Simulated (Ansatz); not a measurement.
Input and command of a calculation in Ansatz (plane waves; scalar-relativistic PAW potentials unless the input names others):

```yaml
crystal:
  lattice:
    - [3.5519373248, 0.0, 0.0]
    - [0.0, 3.7809852902, 0.0]
    - [-1.7759686624, -1.8904926451, 3.86131809]
  atoms:
    - { symbol: Al, position: [-0.0022083301, -0.0022083301, -0.0044166602] }
    - { symbol: Al, position: [0.6688749967, 0.6688749967, 0.3377499935] }
    - { symbol: Au, position: [0.3333333333, 0.3333333333, 0.6666666667] }
basis:
  ecutwfc: 420
  ecutrho_ratio: 8
  xc_grid: 3
kpoints:
  mp_grid: { grid: [14, 14, 14] }
hamiltonian:
  xc: pbe
scf:
  occupations: { method: gaussian, width: 0.1 }
output:
  forces: true
  eigenvalues: true
  stress: true
```

```bash
ansatz run input.yaml --threads 2 --pin off --max-ram 5120MiB --backend cpu --events-out ev --progress --plain --runs-dir out
```

Abridged log:
```
Pseudopotentials: kind: paw
Pseudopotential: Al, paw, valence charge 3, recommended cutoff 420 eV (normal)
Pseudopotential: Au, paw, valence charge 19, recommended cutoff 420 eV (normal)
Functional definition: PBE
Crystal: 3 atoms, lattice volume = 51.857 Å³
Basis set: ecut = 420 eV, 1019 PW (Γ), exchange–correlation on 108×108×135 points (27 copies of the dense FFT grid, shifted against one another)
Bands: 17, of which v1, the nominal top of the filled ones, is band 13 counted from 1 (12 counted from 0)
Symmetry: 8 space group operations
Space group: Immm (ITA 71), of the structure as read, at distance tolerance 3.7e-5 Å
k-points: 428 of 2744
Initial density: superposition of atomic densities (neutral atoms: chi_scale 0, normalization atom), corrected by the library's trained network
Initial wavefunctions: pseudopotential atomic-orbital guess
Functional: x = pbe(κ = 0.804, μ = 0.21951497), c = pbe(β = 0.06672455)
SCF iter   1: F=—  HF=-14224.929766 eV  |F-HF|=—  |Δ(HF+E_count)|=         —  Δρ=2.73e-3  dr2=3.81e-3  ethr=1.77e-3  ⟨swp⟩=5.3  Hψ=35848  notcnv=0
SCF iter   2: F=—  HF=-14224.929886 eV  |F-HF|=—  |Δ(HF+E_count)|=   1.20e-4  Δρ=1.53e-3  dr2=1.43e-3  ethr=1.52e-5  ⟨swp⟩=2.1  Hψ=12609  notcnv=0
SCF iter   3: F=—  HF=-14224.929585 eV  |F-HF|=—  |Δ(HF+E_count)|=   3.01e-4  Δρ=2.66e-4  dr2=5.63e-5  ethr=5.73e-6  ⟨swp⟩=2.8  Hψ=10786  notcnv=0
SCF iter   4: F=—  HF=-14224.929572 eV  |F-HF|=—  |Δ(HF+E_count)|=   1.29e-5  Δρ=1.05e-4  dr2=7.25e-6  ethr=2.25e-7  ⟨swp⟩=2.7  Hψ=12586  notcnv=0
SCF iter   5: F=—  HF=-14224.929571 eV  |F-HF|=—  |Δ(HF+E_count)|=   1.43e-6  Δρ=2.16e-5  dr2=2.60e-7  ethr=2.90e-8  ⟨swp⟩=2.6  Hψ=10570  notcnv=0
SCF iter   6: F=-14224.929571 eV  HF=-14224.929571 eV  |F-HF|=2.73e-9  |Δ(HF+E_count)|=   6.33e-9  Δρ=4.68e-6  dr2=1.22e-8  ethr=4.00e-10  ⟨swp⟩=5.9  Hψ=29512  notcnv=0
SCF 1 converged in 6 iterations: F = -14224.929571 eV  dr2 = 1.22e-8
SCF converged after 6 iterations
Free energy (F): -14224.929571 eV
Harris-Foulkes:  -14224.929571 eV  (|F-HF|=2.73e-9)
Internal energy: -14224.925601 eV  (E = F + TS)
E sigma→0 (E₀):  -14224.927586 eV
Entropy (-TS):   -0.003970 eV (-1.323 meV/atom)
Fermi energy:    12.253859 eV
--- Forces (eV/Å), atoms counted from 1 ---
  atom   1  Al     0.00000000     0.00000000    -0.00061414
  atom   2  Al     0.00000000     0.00000000     0.00061414
  atom   3  Au     0.00000000     0.00000000     0.00000000
--- Stress (GPa, compression-positive) ---
        0.021832       0.000000       0.000000
        0.000000      -0.009146       0.000000
        0.000000       0.000000       0.002897
  P = ⅓ Tr σ = 0.0052 GPa (0.052 kbar)
```

Apart from outputs, empty bands and the relaxation, which only the reference makes, the input differs from a reference run on usual settings in basis.ecutrho_ratio: not typed → 8; basis.xc_grid: not typed → 3. The reference, at the same geometry, ended its own course with pressure 0.01 GPa, largest force 0.001 eV/Å, no gap on the mesh. This run converged in 6 SCF iterations with an energy at zero smearing 0.03 meV/atom above the reference's, pressure 0.01 GPa, largest force 0.001 eV/Å, no gap on the mesh.

It took 4.1 s on 2 threads of Intel(R) Xeon(R) 6975P-C (Granite Rapids) (shared host), peak memory 0.7 GiB.